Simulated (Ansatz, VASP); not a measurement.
# Si3Ge5 (random alloy of the diamond Si-Ge line, x = 0.625): VASP beside Ansatz, part 2 of 3

Wanted: the spread between two codes on one cell, functional and k mesh. Of the first pair: The structure shown is the start of the Ansatz relaxation below; VASP solves that cell, so the two are compared at the walk's first step.

VASP 6.6.1 and Ansatz 0.2.0.

So far: The structure; Ansatz: relaxation, RPBE.

## Step 3: VASP: single point, RPBE, start cell, pair 1

Level of this step: RPBE; plane waves and PAW (Ge_d, Si) (VASP).

The same cell, functional and mesh now go to VASP, with its own data sets.

Lines of VASP's logs that name or quote its potential files are left out, and so is its time.

INCAR

```
SYSTEM = Si3Ge5
PREC = Accurate
ENCUT = 410
EDIFF = 1E-06
NELM = 120
ISMEAR = 0
SIGMA = 0.01
LREAL = Auto
ALGO = Normal
GGA = RP
NBANDS = 384
LORBIT = 11
LWAVE = .FALSE.
LCHARG = .FALSE.
ISIF = 2
LASPH = .TRUE.
GGA_COMPAT = .FALSE.
EFERMI = MIDGAP
NCORE = 2
```

POSCAR

```
Si3Ge5
1.0
   11.3017500000      0.0000000000      0.0000000000
    0.0000000000     11.3017500000      0.0000000000
    0.0000000000      0.0000000000     11.3017500000
Ge Si
40 24
Direct
    0.9992611764      0.9998982458      0.9962174000
    0.1279005464      0.1218306899      0.1235118455
    0.0008936669      0.2478023315      0.2481297144
    0.2500674674      0.9980224302      0.2509522862
    0.3739509368      0.1249717964      0.3770831951
    0.3747207291      0.3754462804      0.1232463999
    0.9995177738      0.2539518216      0.7456898268
    0.1252018493      0.3756586369      0.8774127901
    0.2508903488      0.9985090805      0.7499988940
    0.3759594753      0.1244497534      0.8763598558
    0.9985267768      0.5001614794      0.0017696374
    0.1243258787      0.6243369390      0.1248656182
    0.2492622824      0.4997721592      0.2499258964
    0.3755790033      0.6213904926      0.3750835048
    0.3762957064      0.8738381224      0.1264936846
    0.9993231137      0.5001172385      0.4980644590
    0.1278032163      0.6202933174      0.6248412856
    0.0012298980      0.7463976818      0.7496626629
    0.1248567700      0.8764571858      0.8772092817
    0.2492888270      0.4975512642      0.7524232973
    0.2506779923      0.7509987391      0.5003561395
    0.5006658261      0.9996239520      0.0020793240
    0.6208507532      0.1270599686      0.1256796514
    0.6295839140      0.3782511558      0.3757825116
    0.7487336032      0.9989691862      0.2494215498
    0.4981883337      0.0007697923      0.4994270799
    0.5013294401      0.2482358927      0.7519631915
    0.7481230783      0.0010529343      0.7496803592
    0.8768022651      0.1223792775      0.8765014268
    0.7508837127      0.2502178866      0.4974893269
    0.8745459774      0.3722609330      0.6213108589
    0.6242396089      0.6262304510      0.1262282390
    0.5010639945      0.7500077422      0.2495985135
    0.6213374035      0.8760767138      0.3757471188
    0.8763421594      0.8754307961      0.1258831597
    0.4993562944      0.7484504612      0.7506979008
    0.6244431172      0.8739531488      0.8770323180
    0.8759085982      0.6264693521      0.8761209547
    0.7474329197      0.7493972172      0.5006392815
    0.8761032583      0.8766960869      0.6263366293
    0.1233879709      0.3759771717      0.3790563408
    0.2486783020      0.2500232265      0.9984471431
    0.9994027474      0.9995797111      0.4988696441
    0.1229013206      0.1224766076      0.6247262592
    0.2466874599      0.2530581547      0.5026035791
    0.3744110425      0.3760833499      0.6250801867
    0.0007697923      0.7522640299      0.2488818103
    0.1259008561      0.8753777070      0.3717123454
    0.2488021767      0.7474506161      0.0009290597
    0.3771628288      0.6241776716      0.8756166080
    0.3774902117      0.8719180658      0.6268409760
    0.4979936735      0.2507664742      0.2494569425
    0.8740062380      0.1233968191      0.3739509368
    0.7495122437      0.2490941668      0.9987568297
    0.8733603203      0.3795075984      0.1223881257
    0.6257526489      0.1264140509      0.6272302962
    0.6218771429      0.3748003628      0.8741212644
    0.5057977747      0.5017187604      0.0031676510
    0.7519808879      0.4995067136      0.2530758511
    0.8742097463      0.6227796580      0.3766584821
    0.7491671644      0.7477779990      0.0002212047
    0.5072665738      0.5014533148      0.5027097573
    0.6214878227      0.6256464707      0.6263720220
    0.7523613600      0.5005419515      0.7492025571
```

KPOINTS

```
Automatic mesh
0
Gamma
1 1 1
0 0 0
```

PAW data sets: Ge_d and Si (PBE family, release 64).

Launch:

```bash
$ mpirun -np 8 vasp_gam
```

Numbers of over 12 decimals in the logs are rounded to 6 here.

Output:

```text
[banner, memory and clock lines left out]
running    8 mpi-ranks, on    1 nodes
[...]
|                                                                             |
|               ----> ADVICE to this user running VASP <----                  |
|                                                                             |
|     You enforced a specific xc type in the INCAR file but a different       |
|     [... a line on the potential file left out ...]
|     I HOPE YOU KNOW WHAT YOU ARE DOING!                                     |
|                                                                             |

 LDA part: xc-table for (Slater+PW92), standard interpolation
 POSCAR, INCAR and KPOINTS ok, starting setup
[...]
entering main loop
       N       E                     dE             d eps       ncg     rms          rms(c)
DAV:   1     0.130289737418E+05    0.13029E+05   -0.22230E+05   864   0.414E+03
DAV:   2     0.287202298879E+04   -0.10157E+05   -0.98104E+04   768   0.104E+03
DAV:   3     0.192853871600E+03   -0.26792E+04   -0.25408E+04   840   0.289E+02
DAV:   4    -0.251917159324E+03   -0.44477E+03   -0.41001E+03   904   0.117E+02
[...]
DAV:  15    -0.281166372772E+03   -0.25538E-04   -0.71801E-05  1024   0.850E-02    0.539E-03
DAV:  16    -0.281166382802E+03   -0.10030E-04   -0.69451E-05   888   0.310E-02    0.324E-03
DAV:  17    -0.281166383420E+03   -0.61869E-06   -0.65000E-06   664   0.260E-02
   1 F= -.28116638E+03 E0= -.28116638E+03  d E =0.000000E+00
```

From OUTCAR (step 3):

```text
  Total       10.7583816     10.7964903     10.7862135     -1.5612879     -0.1083794      0.2469268
  in kB       11.9404429     11.9827388     11.9713329     -1.7328321     -0.1202874      0.2740576
  external PRESSURE =      11.9648382 kB  Pullay stress =       0.0000000 kB

 POSITION                                       TOTAL-FORCE (eV/Angst)
 -----------------------------------------------------------------------------------
     11.29340     11.30060     11.25900         0.215575     -0.124678      0.729911
      1.44550      1.37690      1.39590        -0.034387      0.419865     -0.284384
      0.01010      2.80060      2.80430        -0.336396      0.553098      0.288323
      2.82620     11.27940      2.83620         0.034308     -0.052357      0.127013
      4.22630      1.41240      4.26170        -0.285515      0.859612     -0.124848
      4.23500      4.24320      1.39290         0.233356     -0.198419     -0.239080
     11.29630      2.87010      8.42760         0.375978     -0.863256      0.412154
      1.41500      4.24560      9.91630        -0.105214     -0.411281      0.058652
      2.83550     11.28490      8.47630         0.026056      0.053598     -0.483903
      4.24900      1.40650      9.90440        -0.390594      0.181251      0.155954
     11.28510      5.65270      0.02000        -0.112189     -0.081820      0.003477
      1.40510      7.05610      1.41120        -0.030669      0.563936      0.170434
      2.81710      5.64830      2.82460        -0.305625     -0.493763      0.376557
      4.24470      7.02280      4.23910         0.486666      0.082691      0.398106
[...]
-----------------------------------------------------------------------------------
    total drift:                               -0.001572      0.003913      0.001660

  FREE ENERGIE OF THE ION-ELECTRON SYSTEM (eV)
  ---------------------------------------------------
  free  energy   TOTEN  =      -281.1663834204 eV

  energy  without entropy=     -281.1663834204  energy(sigma->0) =     -281.16638342

[... 2 further parts left out ...]
```

The run ends at a pressure of 1.20 GPa, with forces up to 1.2 eV/Å.

## Step 4: Differences

Known differences besides the potentials themselves: fixed occupations in Ansatz, narrow Gaussian smearing in VASP; the cutoff is 420 eV in Ansatz and 410 eV in VASP (PREC = Accurate, projectors in real space); Ansatz makes its cores anew for this functional, VASP keeps those of its PBE data sets. Total energies have different zeros and are not compared.

Forces on 10 of the 64 atoms, those with the largest forces and the largest differences (eV/Å; atoms numbered as in POSCAR):

| atom | Ansatz x, y, z | VASP x, y, z |
| --- | --- | --- |
| Ge4 | 0.040, -0.047, 0.122 | 0.034, -0.052, 0.127 |
| Ge7 | 0.373, -0.860, 0.418 | 0.376, -0.863, 0.412 |
| Ge11 | -0.106, -0.076, -0.003 | -0.112, -0.082, 0.003 |
| Ge16 | -0.006, -0.036, -0.125 | -0.006, -0.036, -0.136 |
| Ge26 | 0.162, 0.024, 1.010 | 0.161, 0.023, 1.014 |
| Ge29 | -0.553, 0.949, -0.394 | -0.556, 0.949, -0.387 |
| Ge31 | -0.337, 0.826, 0.306 | -0.339, 0.826, 0.310 |
| Si55 | -0.441, -0.760, 0.424 | -0.441, -0.756, 0.421 |
| Si57 | 0.895, 0.378, 0.321 | 0.895, 0.377, 0.321 |
| Si58 | -0.646, -0.275, -0.820 | -0.644, -0.273, -0.820 |

The forces differ by 3.2 meV/Å r.m.s., which is 0.8 % of the r.m.s. force of 0.386 eV/Å (both taken over all components).

## Step 5: Ansatz: relaxation, RPBE

This run makes the geometry at which the two programs are then compared. The cell compared in this pair holds 1473.02 Å³, against 1443.57 Å³ for the pair before.

The structure compared here is the end of the Ansatz relaxation.

input.yaml

```yaml
crystal:
  lattice:
    - [11.30175, 0.0, 0.0]
    - [0.0, 11.30175, 0.0]
    - [0.0, 0.0, 11.30175]
  atoms:
    - { symbol: Ge, position: [0.99926, 0.9999, 0.99622] }
    - { symbol: Ge, position: [0.1279, 0.12183, 0.12351] }
    - { symbol: Ge, position: [0.00089, 0.2478, 0.24813] }
    - { symbol: Si, position: [0.12339, 0.37598, 0.37906] }
    - { symbol: Ge, position: [0.25007, 0.99802, 0.25095] }
    - { symbol: Ge, position: [0.37395, 0.12497, 0.37708] }
    - { symbol: Si, position: [0.24868, 0.25002, 0.99845] }
    - { symbol: Ge, position: [0.37472, 0.37545, 0.12325] }
    - { symbol: Si, position: [0.9994, 0.99958, 0.49887] }
    - { symbol: Si, position: [0.1229, 0.12248, 0.62473] }
    - { symbol: Ge, position: [0.99952, 0.25395, 0.74569] }
    - { symbol: Ge, position: [0.1252, 0.37566, 0.87741] }
    - { symbol: Ge, position: [0.25089, 0.99851, 0.75] }
    - { symbol: Ge, position: [0.37596, 0.12445, 0.87636] }
    - { symbol: Si, position: [0.24669, 0.25306, 0.5026] }
    - { symbol: Si, position: [0.37441, 0.37608, 0.62508] }
    - { symbol: Ge, position: [0.99853, 0.50016, 0.00177] }
    - { symbol: Ge, position: [0.12433, 0.62434, 0.12487] }
    - { symbol: Si, position: [0.00077, 0.75226, 0.24888] }
    - { symbol: Si, position: [0.1259, 0.87538, 0.37171] }
    - { symbol: Ge, position: [0.24926, 0.49977, 0.24993] }
    - { symbol: Ge, position: [0.37558, 0.62139, 0.37508] }
    - { symbol: Si, position: [0.2488, 0.74745, 0.00093] }
    - { symbol: Ge, position: [0.3763, 0.87384, 0.12649] }
    - { symbol: Ge, position: [0.99932, 0.50012, 0.49806] }
    - { symbol: Ge, position: [0.1278, 0.62029, 0.62484] }
    - { symbol: Ge, position: [0.00123, 0.7464, 0.74966] }
    - { symbol: Ge, position: [0.12486, 0.87646, 0.87721] }
    - { symbol: Ge, position: [0.24929, 0.49755, 0.75242] }
    - { symbol: Si, position: [0.37716, 0.62418, 0.87562] }
    - { symbol: Ge, position: [0.25068, 0.751, 0.50036] }
    - { symbol: Si, position: [0.37749, 0.87192, 0.62684] }
    - { symbol: Ge, position: [0.50067, 0.99962, 0.00208] }
    - { symbol: Ge, position: [0.62085, 0.12706, 0.12568] }
    - { symbol: Si, position: [0.49799, 0.25077, 0.24946] }
    - { symbol: Ge, position: [0.62958, 0.37825, 0.37578] }
    - { symbol: Ge, position: [0.74873, 0.99897, 0.24942] }
    - { symbol: Si, position: [0.87401, 0.1234, 0.37395] }
    - { symbol: Si, position: [0.74951, 0.24909, 0.99876] }
    - { symbol: Si, position: [0.87336, 0.37951, 0.12239] }
    - { symbol: Ge, position: [0.49819, 0.00077, 0.49943] }
    - { symbol: Si, position: [0.62575, 0.12641, 0.62723] }
    - { symbol: Ge, position: [0.50133, 0.24824, 0.75196] }
    - { symbol: Si, position: [0.62188, 0.3748, 0.87412] }
    - { symbol: Ge, position: [0.74812, 0.00105, 0.74968] }
    - { symbol: Ge, position: [0.8768, 0.12238, 0.8765] }
    - { symbol: Ge, position: [0.75088, 0.25022, 0.49749] }
    - { symbol: Ge, position: [0.87455, 0.37226, 0.62131] }
    - { symbol: Si, position: [0.5058, 0.50172, 0.00317] }
    - { symbol: Ge, position: [0.62424, 0.62623, 0.12623] }
    - { symbol: Ge, position: [0.50106, 0.75001, 0.2496] }
    - { symbol: Ge, position: [0.62134, 0.87608, 0.37575] }
    - { symbol: Si, position: [0.75198, 0.49951, 0.25308] }
    - { symbol: Si, position: [0.87421, 0.62278, 0.37666] }
    - { symbol: Si, position: [0.74917, 0.74778, 0.00022] }
    - { symbol: Ge, position: [0.87634, 0.87543, 0.12588] }
    - { symbol: Si, position: [0.50727, 0.50145, 0.50271] }
    - { symbol: Si, position: [0.62149, 0.62565, 0.62637] }
    - { symbol: Ge, position: [0.49936, 0.74845, 0.7507] }
    - { symbol: Ge, position: [0.62444, 0.87395, 0.87703] }
    - { symbol: Si, position: [0.75236, 0.50054, 0.7492] }
    - { symbol: Ge, position: [0.87591, 0.62647, 0.87612] }
    - { symbol: Ge, position: [0.74743, 0.7494, 0.50064] }
    - { symbol: Ge, position: [0.8761, 0.8767, 0.62634] }
kpoints:
  mp_grid: { grid: [1, 1, 1] }
hamiltonian:
  xc: rpbe
scf:
  occupations: { method: fixed }
output:
  forces: true
relax:
  f_tol: 0.05
  max_steps: 150
  cell: {}
```

Launch:

```bash
$ ansatz run input.yaml --threads 4 --pin off --max-ram 8192MiB --backend cpu --events-out ev --progress --plain --runs-dir out
```

Output:

```text
[...]
Crystal: 64 atoms, lattice volume = 1443.567 Å³
Basis set: ecut = 420 eV, 28257 PW (Γ), exchange–correlation on 160×160×160 points (8 copies of the dense FFT grid, shifted against one another)
Bands: 394, of which v1, the nominal top of the filled ones, is band 328 counted from 1 (327 counted from 0)
Symmetry: 1 space group operations
[...]
k-points: 1
[...]
- { symbol: Si, position: [0.120002, 0.875730, 0.375747] }
[...]
- { symbol: Si, position: [0.749919, 0.748494, 0.000649707] }
[...]
- { symbol: Si, position: [0.500512, 0.497950, 0.503680] }
    - { symbol: Si, position: [0.623281, 0.618716, 0.625982] }
[...]
- { symbol: Ge, position: [0.626231, 0.872156, 0.876050] }
    - { symbol: Si, position: [0.744419, 0.499288, 0.750770] }
    - { symbol: Ge, position: [0.869061, 0.623562, 0.874644] }
    - { symbol: Ge, position: [0.750533, 0.742782, 0.499796] }
    - { symbol: Ge, position: [0.877480, 0.877506, 0.621307] }
[key lines of the parts left out:]
P = ⅓ Tr σ = 0.0045 GPa (0.045 kbar)
```

(Part 2 of 3 ends here.)

[Lines on the potential files, build, host, timing and source positions are cut from VASP's logs without a mark.]

[Logs are printed without paths, hosts, clocks, repeated set-up lines and the standing remarks that a program may print on its own settings, such as how far it seeks lower states.]

[Hosts, paths, dates, database ids (printed as entryN), source tags and the programs' standing remarks are cut or masked in the printed files.]
